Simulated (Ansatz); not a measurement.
## AlN in Ansatz: the effect of functional

Crystal: AlN.

```
Al N
1.0
     3.26735    0.00000    0.00000
    -1.63368    2.82961    0.00000
     0.00000    0.00000    4.13097
Al N
2 2
Direct
  0.66667 0.33333 0.25000
  0.33333 0.66667 0.75000
  0.66667 0.33333 0.75000
  0.33333 0.66667 0.25000
```

Measurements of this composition are mostly on another form, of space group No. 186.

The cell isn't the ideal one: volume scaled by 0.96.

Alike in all runs:

* Program: Ansatz 0.2.0
* Task: single point
* Potentials or basis: Ansatz PAW
* k mesh: 9 × 9 × 7
* Occupations: fermi-dirac, width 0.05 eV
* Spin: no spin polarisation

```csv
functional,cutoff,gap on the mesh (eV),pressure (GPa)
r2SCAN,500 eV (not typed: the program's choice for these potentials),?,?
LDA,420 eV (not typed: the program's choice for these potentials),3.58,-0.2
PBEsol,420 eV (not typed: the program's choice for these potentials),3.47,5.5
```

**Question.** What does the run with functional r2SCAN give?

**Answer.** gap on the mesh 4.15 eV; pressure 4.1 GPa.

Caveats: odd divisions of the mesh miss points on the zone boundary, where band edges often lie, so the gap on the mesh can be too wide; the PAW data sets come from PBE, with cores solved anew for the run's functional, which leaves a small shift of forces and pressure.

A k mesh can miss the band edges.
